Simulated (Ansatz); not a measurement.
## Zone-centre phonons of InP at 12 GPa: input and output

Level of theory: DFT PBEsol, scalar-relativistic, plane waves, PAW (Ansatz).

Launched with:
```bash
ansatz run input.yaml --threads 1 --pin off --max-ram 3072MiB --backend cpu --events-out ev --progress --plain --runs-dir out
```

Input (bare energies are in eV):
```yaml
crystal:
  lattice:
    - [0.0, 2.6326657592, 2.6326657592]
    - [2.6326657592, 0.0, 2.6326657592]
    - [2.6326657592, 2.6326657592, 0.0]
  atoms:
    - { symbol: In, position: [0.0, 0.0, 0.0] }
    - { symbol: P, position: [0.5, 0.5, 0.5] }
basis:
  ecutwfc: 420
kpoints:
  mp_grid: { grid: [14, 14, 14] }
hamiltonian:
  xc: pbesol
scf:
  occupations: { method: fermi_dirac, width: 0.15 }
output:
  eigenvalues: true
phonons:
  method: dfpt
  eigenvectors: true
```

The end of the output:
```
--- Phonons (Γ-DFPT): 2 representative perturbations + reference, on 244 of 2744 k-points (Σ response iterations 6) ---
  k mesh reduced under 8 symmetry operations, with k and −k counted as one. Each operation leaves every solved perturbation unchanged. A smaller set is not used because it would not reduce the number of displacements ...
  ASR residual: 1.518e-5 → 0.000e0 eV/Å²; symmetrization residual: 9.796e-6 eV/Å²
  ASR residual per site (eV/Å²): 1.27e-6 1.52e-5
  Γ frequencies (cm⁻¹): 0.00 0.00 0.00 233.80 233.80 233.80
  non-analytic LO–TO correction: not included (Born effective charges unavailable; polar crystals: no LO–TO splitting at Γ)
```

The run took 35 s on 1 thread of AMD EPYC 7R43 64-Core Processor (Zen 3) (shared host), peak memory 0.73 GiB.

In a metal, frequencies and elastic constants depend on the k mesh and the smearing, soft modes and shear constants most. Other phases may be more stable at this pressure.

This rock-salt form isn't the usual stable structure of the compound at low pressure.